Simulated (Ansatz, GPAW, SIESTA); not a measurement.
Ge: 4 runs at one level of theory

```xyz
8
Lattice="4.0031 0.0000 0.0000 -2.0016 3.4668 0.0000 0.0000 0.0000 13.1567" Properties=species:S:1:pos:R:3 pbc="T T T"
Ge    0.0000    2.3112    2.0517
Ge    2.0016    1.1556   11.1050
Ge    2.0016    1.1556    8.6300
Ge    0.0000    2.3112    4.5267
Ge    0.0000    0.0000    1.2255
Ge    0.0000    0.0000   11.9312
Ge    0.0000    0.0000    7.8039
Ge    0.0000    0.0000    5.3528
```

This isn't the form of Ge at room conditions, which is diamond.

Alike in all runs: task band structure; functional PBEsol; k mesh 8 × 8 × 2; occupations fermi-dirac, width 0.05 eV; no spin polarisation; no spin-orbit coupling. Pressure is positive in compression and, in plane waves, holds the error of the finite cutoff, which Ansatz's Pulay term estimates and takes out.

```csv
program and potentials,plane-wave cutoff (eV),notes,pressure (GPa)
"Ansatz, Ansatz PAW",420,"potentials made for PBE, which Ansatz adapts in part; 14 valence electrons an atom on average; Pulay term of +0.02 GPa included",0.01
"SIESTA, files PseudoDojo sr-pbesol-0.4.1-standard, DZP (energy shift 0.003 Ry; two zetas on semicore shells)",-,atomic basis; 14 valence electrons an atom on average,1.14
"GPAW, PAW data sets generated for this functional",600,4 valence electrons an atom on average,?
"Ansatz, all-electron LAPW, scalar-relativistic",-,-,0.01
```

Problem. Estimate from the other rows what the run with GPAW, PAW data sets generated for this functional gave.

Solution. Pressure 0.29 GPa. The other rows, which needn't bracket it: pressure 0.01 to 1.14.
